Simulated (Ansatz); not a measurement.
# Pt (Im-3m) in Ansatz: settings compared

The runs below take Pt through band structure, with PBEsol, BLYP, r2SCAN.

Program: Ansatz 0.2.0. These are calculated values, not measurements. Logs are shortened: lines on timing, memory, paths and dates and some standing lists are left out, and cuts for length are marked.

**1. The crystal as given**

The structure is cubic, space group Im-3m (No. 229). The conventional cell has a = 3.168 Å, b = 3.168 Å, c = 3.168 Å, α = 90.00°, β = 90.00°, γ = 90.00°. Pt (site symmetry m-3m) has 8 Pt at 2.74 Å as nearest neighbours.

This isn't the form of Pt at room conditions, which is fcc.

**2. Band structure, PBEsol**

The input, input.yaml:

```yaml
crystal:
  lattice:
    - [-1.58422, 1.58422, 1.58422]
    - [1.58422, -1.58422, 1.58422]
    - [1.58422, 1.58422, -1.58422]
  atoms:
    - { symbol: Pt, position: [0.0, 0.0, 0.0] }
hamiltonian:
  xc: pbesol
  pseudopotentials: { kind: paw }
kpoints:
  mp_grid: { grid: [12, 12, 12] }
  band_path:
    path:
      - [[0.0, 0.0, 0.0], [0.5, -0.5, 0.5], [0.0, 0.0, 0.5], [0.0, 0.0, 0.0], [0.25, 0.25, 0.25], [0.5, -0.5, 0.5]]
      - [[0.25, 0.25, 0.25], [0.0, 0.0, 0.5]]
    npoints: 14
scf:
  occupations: { method: fermi_dirac, width: 0.05 }
  n_extra_bands: 6
output:
  forces: true
  stress: true
  eigenvalues: true
  fatbands: false
```

Potentials or basis: Ansatz PAW.

The run is started by

```console
ansatz run input.yaml --threads 2 --pin off --max-ram 5632MiB --backend cpu --events-out ev --progress --plain --runs-dir out
```

Output:

```text
Warning: RAYON_NUM_THREADS=2 ignored (pool sized by the plan → 2); use --threads N
scf.n_extra_bands = 6 over 9 filled bands (N_el = 18.0): the run solves 15 bands
Engine: ansatz 0.2.0, x86_64-unknown-linux-gnu
Pseudopotentials: kind: paw
Pseudopotential: Pt, paw, valence charge 18, recommended cutoff 420 eV (normal), Pt.paw.azcp
Functional definition: PBEsol
  exchange = pbesol_x
  correlation = pbesol_c
Crystal: 1 atoms, lattice volume = 15.904 Å³
Basis set: ecut = 420 eV, 321 PW (Γ), exchange–correlation on 40×40×40 points (8 copies of the dense FFT grid, shifted against one another)
Bands: 15, of which v1, the nominal top of the filled ones, is band 9 counted from 1 (8 counted from 0)
Symmetry: 48 space group operations
Space group: Im-3m (ITA 229), of the structure as read, at distance tolerance 2.5e-5 Å
k-points: 72 of 1728
Non-local potential: Pt, projectors of the file, l = 0: 3, l = 1: 2, l = 2: 2, l = 3: 1
PAW form: soft (Blöchl's): semilocal exchange-correlation on the pseudo side does not see the compensation charge
PAW frozen core: Pt, regenerated for the run's functional, and the local potential with it (the file was generated under x = pbe(κ = 0.804, μ = 0.2195149727645171), c = pbe(β = 0.06672455060314922))
PAW one-centre angular grid: Pt, 590 points (default); XC on 64 Gauss nodes
Initial density: superposition of atomic densities (neutral atoms: chi_scale 0, normalization atom), corrected by the library's trained network
Initial wavefunctions: pseudopotential atomic-orbital guess
Functional: x = pbesol(κ = 0.804, μ = 0.12345679012345678), c = pbesol(β = 0.046)
SCF iter   1: F=—  HF=-12383.700598 eV  |F-HF|=—  |Δ(HF+E_count)|=         —  Δρ=5.01e-3  dr2=2.60e-3  ethr=1.77e-3  ⟨swp⟩=5.1  Hψ=5835  notcnv=0  defer=3
preconditioner: auto → none  [metal: Δε(μ)=0.087 eV  Ē_g=17.554 eV  σ=0.050 eV  W_gap=0.41  n_scr=0 (ndim 8)  ℏωp=29.4 eV  f_vac=0.000  D(μ)=0.69/eV (n_scr^D=0)]
SCF iter   2: F=—  HF=-12383.699788 eV  |F-HF|=—  |Δ(HF+E_count)|=   8.10e-4  Δρ=1.86e-3  dr2=1.43e-4  ethr=1.45e-5  ⟨swp⟩=2.4  Hψ=2154  notcnv=0  defer=52
SCF iter   3: F=—  HF=-12383.699824 eV  |F-HF|=—  |Δ(HF+E_count)|=   3.61e-5  Δρ=9.55e-4  dr2=3.06e-5  ethr=7.95e-7  ⟨swp⟩=2.7  Hψ=1671  notcnv=0  defer=52
SCF iter   4: F=—  HF=-12383.699849 eV  |F-HF|=—  |Δ(HF+E_count)|=   2.44e-5  Δρ=2.55e-4  dr2=2.04e-6  ethr=1.70e-7  ⟨swp⟩=1.0  Hψ=974  notcnv=0  defer=52
iter 5 did not close the SCF: its close was put off for the readings that it lacked (scf_convergence_deferred on its scf_iter line)
SCF iter   5: F=-12383.699851 eV  HF=-12383.699851 eV  |F-HF|=3.77e-8  |Δ(HF+E_count)|=   2.03e-6  Δρ=3.79e-5  dr2=4.82e-8  ethr=1.13e-8  ⟨swp⟩=2.2  Hψ=1569  notcnv=0  defer=52
SCF iter   6: F=-12383.699851 eV  HF=-12383.699851 eV  |F-HF|=1.69e-10  |Δ(HF+E_count)|=   4.04e-8  Δρ=2.84e-6  dr2=2.83e-10  ethr=2.68e-10  ⟨swp⟩=5.0  Hψ=4301  notcnv=0
SCF 1 converged in 6 iterations: F = -12383.699851 eV  dr2 = 2.83e-10
NSCF: frozen V_eff on 86 k-points
SCF converged after 6 iterations
Free energy (F): -12383.699851 eV
Harris-Foulkes:  -12383.699851 eV  (|F-HF|=1.69e-10)
Internal energy: -12383.693596 eV  (E = F + TS)
E sigma→0 (E₀):  -12383.696723 eV
Entropy (-TS):   -0.006255 eV (-6.255 meV/atom)
Fermi energy:    21.353075 eV
--- Per-component energies (eV) ---
  E_band       = -155.519772
  E_kinetic    = 636.650242
  E_local      = -1534.118413  (includes V_loc(G=0)·N_el)
  E_nonlocal   = 203.244156
  E_hartree    = 565.611634
  E_xc         = -259.667207
  E_vxc        = -301.514059  (∫ρ·V_xc dr)
  E_paw        = -9316.340106  (= ΣΔE_a)
  E_vpaw       = -291.005220  (= ΣTr[D̂ρ^β])
  E_aug_tail   = 0.000186  (compensation charges beyond the density's cutoff)
  E_ewald      = -2679.361068
  E_core_change = 0.286981  (= ΣΔE_core)
  E_smearing   = -0.006255  (= −TS)
  E_closure    = 0.000000  (closes the sum)
  Σ components = -12383.699851   (vs F -12383.699851, Δ=0.00e0)
--- Forces (eV/Å), atoms counted from 1 ---
  atom   1  Pt    -0.00000000     0.00000000     0.00000000
  max |Σ_I F_I| component: 6.78e-32 eV/Å
--- Stress (GPa, compression-positive) ---
      -11.205937      -0.000000      -0.000000
       -0.000000     -11.205937       0.000000
        0.000000       0.000000     -11.205937
  P = ⅓ Tr σ = -11.2059 GPa (-112.059 kbar)
--- Band table (eV; the first three rows and the last of 72) ---
  k-point 0: bands = ["-76.6868", "-30.6657", "-30.6657", "-30.6657", "11.9131", "17.9589", "17.9589", "17.9589", "20.4520", "20.4520", "38.4311", "38.4311", "38.4311", "48.2579", "48.2579"]
  k-point 1: bands = ["-76.6849", "-30.6931", "-30.6753", "-30.6655", "12.1935", "17.8504", "17.9576", "18.1832", "20.3161", "20.4599", "38.5450", "38.6206", "38.8363", "45.5617", "46.0566"]
  k-point 2: bands = ["-76.6797", "-30.7675", "-30.7015", "-30.6650", "12.9766", "17.5658", "17.9309", "18.8325", "20.0786", "20.4905", "38.2855", "38.4382", "39.9873", "43.8108", "43.9577"]
  k-point 71: bands = ["-76.6354", "-30.9655", "-30.9655", "-30.9655", "15.3903", "15.3903", "21.9475", "21.9475", "21.9475", "29.0116", "29.0116", "29.0116", "34.0551", "40.2642", "40.2642"]
```

Run time: 1 s. Hardware: 2 threads of Intel Xeon Platinum 8488C (Sapphire Rapids), shared host; peak memory 0.3 GiB.

Results:

* Free energy: -12383.6999 eV
* Pressure: -11.2 GPa
* Band gap on the k mesh: none (metal or under the smearing width)

Levels at the corners of the path, in eV from the Fermi level:
```tsv
point	band 7	band 8	band 9	band 10	band 11	band 12
Γ	-3.39	-3.39	-0.90	-0.90	17.08	17.08
H	0.59	0.59	0.59	7.66	7.66	7.66
N	-1.09	-0.58	0.28	1.12	6.29	13.26
Γ	-3.39	-3.39	-0.90	-0.90	17.08	17.08
P	-4.19	-0.51	-0.51	4.75	9.39	9.39
H	0.59	0.59	0.59	7.66	7.66	7.66
P	-4.19	-0.51	-0.51	4.75	9.39	9.39
N	-1.09	-0.58	0.28	1.12	6.29	13.26
```

Caveat: spin-orbit coupling is left out, which moves the levels of the heavy elements; the PAW data sets come from PBE, with cores solved anew for the run's functional, which leaves a small shift of forces and pressure.

**3. Band structure, BLYP**

Edit input.yaml of step 2 so:

```diff
@@ -8,3 +8,3 @@
 hamiltonian:
-  xc: pbesol
+  xc: blyp
   pseudopotentials: { kind: paw }
```

Potentials or basis: Ansatz PAW.

The run is started by

```console
ansatz run input.yaml --threads 2 --pin off --max-ram 5632MiB --backend cpu --events-out ev --progress --plain --runs-dir out
```

It took 2 s on 2 threads of Intel Xeon Platinum 8488C (Sapphire Rapids), shared host; peak memory 0.33 GiB.

Results (log left out):

| Quantity | Value |
| --- | --- |
| Free energy | -12548.9691 eV |
| Pressure | 12.4 GPa |
| Band gap on the k mesh | none (metal or under the smearing width) |

Levels at the corners of the path, in eV from the Fermi level:
```tsv
point	band 7	band 8	band 9	band 10	band 11	band 12
Γ	-3.40	-3.40	-0.94	-0.94	17.44	17.44
H	0.57	0.57	0.57	7.88	7.88	7.88
N	-1.13	-0.64	0.61	1.09	6.28	13.60
Γ	-3.40	-3.40	-0.94	-0.94	17.44	17.44
P	-4.11	-0.57	-0.57	4.73	9.63	9.63
H	0.57	0.57	0.57	7.88	7.88	7.88
P	-4.11	-0.57	-0.57	4.73	9.63	9.63
N	-1.13	-0.64	0.61	1.09	6.28	13.60
```

Caveat: spin-orbit coupling is left out, which moves the levels of the heavy elements; the PAW data sets come from PBE, with cores solved anew for the run's functional, which leaves a small shift of forces and pressure.

**4. Band structure, r2SCAN**

Edit input.yaml of step 3 so:

```diff
@@ -8,3 +8,3 @@
 hamiltonian:
-  xc: blyp
+  xc: r2scan
   pseudopotentials: { kind: paw }
@@ -24,2 +24,6 @@
   eigenvalues: true
-  fatbands: false
+  fatbands: true
+  write_density: true
+  write_potential: true
+  elf: true
+  volumetric_format: npy
```

Potentials or basis: Ansatz PAW.

The run is started by

```console
ansatz run input.yaml --threads 2 --pin off --max-ram 5632MiB --backend cpu --events-out ev --progress --plain --runs-dir out
```

Output:

```text
Warning: RAYON_NUM_THREADS=2 ignored (pool sized by the plan → 2); use --threads N
scf.n_extra_bands = 6 over 9 filled bands (N_el = 18.0): the run solves 15 bands
[... 2 set-up lines as earlier in the session ...]
Pseudopotential: Pt, paw, valence charge 18, recommended cutoff 500 eV (meta_gga), Pt.paw.azcp
Functional definition: r2SCAN
  parameter k0 = 0.174
  parameter k1 = 0.065
  parameter a1 = 4.9479
  exchange = r2scan_x(k0 = k0, k1 = k1, a1 = a1)
  correlation = r2scan_c
Crystal: 1 atoms, lattice volume = 15.904 Å³
Basis set: ecut = 500 eV, 381 PW (Γ), exchange–correlation on 96×96×96 points (64 copies of the dense FFT grid, shifted against one another)
Bands: 15, of which v1, the nominal top of the filled ones, is band 9 counted from 1 (8 counted from 0)
[... 2 set-up lines as earlier in the session ...]
k-points: 72 of 1728
[... 2 set-up lines as earlier in the session ...]
PAW frozen core: Pt, regenerated for the run's functional (the file was generated under x = pbe(κ = 0.804, μ = 0.2195149727645171), c = pbe(β = 0.06672455060314922))
PAW one-centre angular grid: Pt, 590 points (default); XC on 160 Gauss nodes
[... 2 set-up lines as earlier in the session ...]
Functional: x = r2scan, c = r2scan; τ floored in thin density (d = 2e-4 eV/Å³)
SCF iter   1: F=—  HF=-12536.698929 eV  |F-HF|=—  |Δ(HF+E_count)|=         —  Δρ=1.52e-2  dr2=3.12e-2  dr2_τ=1.60e-2  ethr=1.77e-3  ⟨swp⟩=5.5  Hψ=5691  notcnv=0  defer=1
preconditioner: auto → none  [metal: Δε(μ)=0.085 eV  Ē_g=18.490 eV  σ=0.050 eV  W_gap=0.40  n_scr=0 (ndim 8)  ℏωp=29.4 eV  f_vac=0.000  D(μ)=0.71/eV (n_scr^D=12)]
SCF iter   2: F=—  HF=-12536.702701 eV  |F-HF|=—  |Δ(HF+E_count)|=   3.77e-3  Δρ=5.46e-3  dr2=1.71e-3  dr2_τ=1.77e-3  ethr=1.73e-4  ⟨swp⟩=2.4  Hψ=2276  notcnv=0  defer=105
SCF iter   3: F=—  HF=-12536.703101 eV  |F-HF|=—  |Δ(HF+E_count)|=   4.00e-4  Δρ=2.67e-3  dr2=3.40e-4  dr2_τ=2.69e-5  ethr=9.52e-6  ⟨swp⟩=2.7  Hψ=1582  notcnv=0  defer=105
SCF iter   4: F=—  HF=-12536.703276 eV  |F-HF|=—  |Δ(HF+E_count)|=   1.75e-4  Δρ=3.09e-4  dr2=4.37e-6  dr2_τ=1.71e-6  ethr=1.89e-6  ⟨swp⟩=2.2  Hψ=1399  notcnv=0  defer=105
SCF iter   5: F=—  HF=-12536.703282 eV  |F-HF|=—  |Δ(HF+E_count)|=   5.61e-6  Δρ=4.73e-5  dr2=1.24e-7  dr2_τ=4.08e-8  ethr=2.43e-8  ⟨swp⟩=2.0  Hψ=1565  notcnv=0  defer=105
SCF iter   6: F=-12536.703282 eV  HF=-12536.703282 eV  |F-HF|=1.63e-9  |Δ(HF+E_count)|=   4.15e-7  Δρ=1.12e-5  dr2=5.51e-9  dr2_τ=1.08e-8  ethr=5.56e-10  ⟨swp⟩=11.9  Hψ=7074  notcnv=0
SCF 1 converged in 6 iterations: F = -12536.703282 eV  dr2 = 5.51e-9
NSCF: frozen V_eff on 86 k-points
SCF converged after 6 iterations
Free energy (F): -12536.703282 eV
Harris-Foulkes:  -12536.703282 eV  (|F-HF|=1.63e-9)
Internal energy: -12536.697425 eV  (E = F + TS)
E sigma→0 (E₀):  -12536.700354 eV
Entropy (-TS):   -0.005857 eV (-5.857 meV/atom)
Fermi energy:    21.271855 eV
--- Per-component energies (eV) ---
  E_band       = -170.493008
  E_kinetic    = 637.250410
  E_local      = -1537.120829  (includes V_loc(G=0)·N_el)
  E_nonlocal   = 202.362208
  E_hartree    = 570.099193
  E_xc         = -249.710162
  E_vxc        = -336.862279  (∫ρ·V_xc dr)
  E_paw        = -9479.985857  (= ΣΔE_a)
  E_vpaw       = -297.831681  (= ΣTr[D̂ρ^β])
  E_aug_tail   = 0.000174  (compensation charges beyond the density's cutoff)
  E_vtau       = 21.508928  (kinetic-family band-sum trace: ∫τ·v_τ [+ j·A + Jᵃ·Aᵃ] dr)
  E_ewald      = -2679.361068
  E_core_change = -0.231494  (= ΣΔE_core)
  E_smearing   = -0.005857  (= −TS)
  E_closure    = -0.000000  (closes the sum)
  Σ components = -12536.703282   (vs F -12536.703282, Δ=0.00e0)
--- Forces (eV/Å), atoms counted from 1 ---
  atom   1  Pt    -0.00000000     0.00000000     0.00000000
  max |Σ_I F_I| component: 2.31e-32 eV/Å
--- Stress (GPa, compression-positive) ---
       -6.896590       0.000000       0.000000
        0.000000      -6.896590      -0.000000
        0.000000      -0.000000      -6.896590
  P = ⅓ Tr σ = -6.8966 GPa (-68.966 kbar)
--- Band table (eV; the first three rows and the last of 72) ---
  k-point 0: bands = ["-78.7605", "-32.1704", "-32.1704", "-32.1704", "11.7012", "17.7660", "17.7660", "17.7660", "20.2404", "20.2404", "39.2977", "39.2977", "39.2977", "49.5693", "49.5693"]
  k-point 1: bands = ["-78.7583", "-32.1999", "-32.1807", "-32.1702", "11.9933", "17.6553", "17.7669", "17.9987", "20.1042", "20.2480", "39.4133", "39.4823", "39.7152", "46.7034", "47.1822"]
  k-point 2: bands = ["-78.7524", "-32.2798", "-32.2089", "-32.1696", "12.8061", "17.3647", "17.7481", "18.6720", "19.8683", "20.2778", "39.1023", "39.2980", "40.9014", "44.8499", "45.0443"]
  k-point 71: bands = ["-78.7020", "-32.4922", "-32.4922", "-32.4922", "15.1034", "15.1034", "21.8936", "21.8936", "21.8936", "29.4453", "29.4453", "29.4453", "34.7429", "41.0617", "41.0617"]
```

fatbands.tsv:

```text
# ik	k_distance	band	e_minus_ef	pt0_l0_5S	pt0_l0_6S	pt0_l1_5P	pt0_l2_5D
# fermi_ev = 21.271855
# lock_threshold_ev = 1e-12
# [0, 0, 0] at k_distance = 0.000000
# [0.5, -0.5, 0.5] at k_distance = 1.983053
# [0, 0, 0.5] at k_distance = 3.385284
# [0, 0, 0] at k_distance = 4.787514
# [0.25, 0.25, 0.25] at k_distance = 6.504889
# [0.5, -0.5, 0.5] at k_distance = 8.222263
# [0.25, 0.25, 0.25] at k_distance = 8.222263
# [0, 0, 0.5] at k_distance = 9.213790
# jumps = 71
# n_points = 86
0	0.000000	0	-100.032343	0.952346	0.047643	0.000000	0.000000
0	0.000000	1	-53.442237	0.000000	0.000000	0.999998	0.000000
0	0.000000	2	-53.442237	0.000000	0.000000	0.999998	0.000000
0	0.000000	3	-53.442237	0.000000	0.000000	0.999998	0.000000
0	0.000000	4	-9.570700	0.047616	0.950810	0.000000	0.000000
0	0.000000	5	-3.505869	0.000000	0.000000	0.000000	0.999854
[... 1057 lines left out ...]
70	8.222263	13	19.789851	0.000000	0.000000	0.000000	0.000011
70	8.222263	14	19.789851	0.000000	0.000000	0.000000	0.000011

71	8.222263	0	-99.998343	0.991127	0.008866	0.000000	0.000000
71	8.222263	1	-53.652681	0.000000	0.000000	0.991969	0.008028
71	8.222263	2	-53.652681	0.000000	0.000000	0.991969	0.008028
71	8.222263	3	-53.652681	0.000000	0.000000	0.991969	0.008028
71	8.222263	4	-4.269643	0.000000	0.000000	0.007919	0.974464
71	8.222263	5	-4.269643	0.000000	0.000000	0.007919	0.974464
[... 217 lines left out ...]
85	9.213790	13	25.043796	0.000000	0.000000	0.000002	0.000000
85	9.213790	14	25.917530	0.000029	0.001946	0.000000	0.001643
```

Run time: 2.1 s. Hardware: 2 threads of Intel Xeon Platinum 8488C (Sapphire Rapids), shared host; peak memory 0.41 GiB.

What came out:

| Property | Result |
| --- | --- |
| Free energy | -12536.7033 eV |
| Pressure | -6.9 GPa |
| Band gap on the k mesh | none (metal or under the smearing width) |

Levels at the corners of the path, in eV from the Fermi level:
```csv
point,band 6,band 7,band 8,band 9,band 10,band 11,band 12,band 13
Γ,-3.51,-3.51,-3.51,-1.03,-1.03,18.03,18.03,18.03
H,-6.17,0.62,0.62,0.62,8.17,8.17,8.17,13.47
N,-4.95,-1.20,-0.72,0.57,1.16,6.65,14.08,16.60
Γ,-3.51,-3.51,-3.51,-1.03,-1.03,18.03,18.03,18.03
P,-4.27,-4.27,-0.65,-0.65,5.13,9.95,9.95,9.95
H,-6.17,0.62,0.62,0.62,8.17,8.17,8.17,13.47
P,-4.27,-4.27,-0.65,-0.65,5.13,9.95,9.95,9.95
N,-4.95,-1.20,-0.72,0.57,1.16,6.65,14.08,16.60
```

Caveat: spin-orbit coupling is left out, which moves the levels of the heavy elements; the PAW data sets come from PBE, with cores solved anew for the run's functional, which leaves a small shift of forces and pressure.

**5. The runs side by side**

| level | cutoff (eV) | gap on the mesh (eV) | pressure (GPa) |
| --- | --- | --- | --- |
| PBEsol | 420 | none | -11.2 |
| BLYP | 420 | none | 12.4 |
| r2SCAN | 500 | none | -6.9 |

Alike in all rows: task band structure; potentials or basis Ansatz PAW; no spin polarisation; cell as given; k mesh 12 × 12 × 12; smearing fermi-dirac 0.05 eV.

Every run on the cell as given and a fine mesh finds a metal. The pressure there spans -11.2 GPa (PBEsol) to 12.4 GPa (BLYP); a positive pressure means that this level wants a larger cell, a negative one a smaller.

Caveats: spin-orbit coupling is left out, which moves the levels of the heavy elements; the PAW data sets come from PBE, with cores solved anew for the run's functional, which leaves a small shift of forces and pressure.

Absolute energies hang on the potentials; compare differences alone.
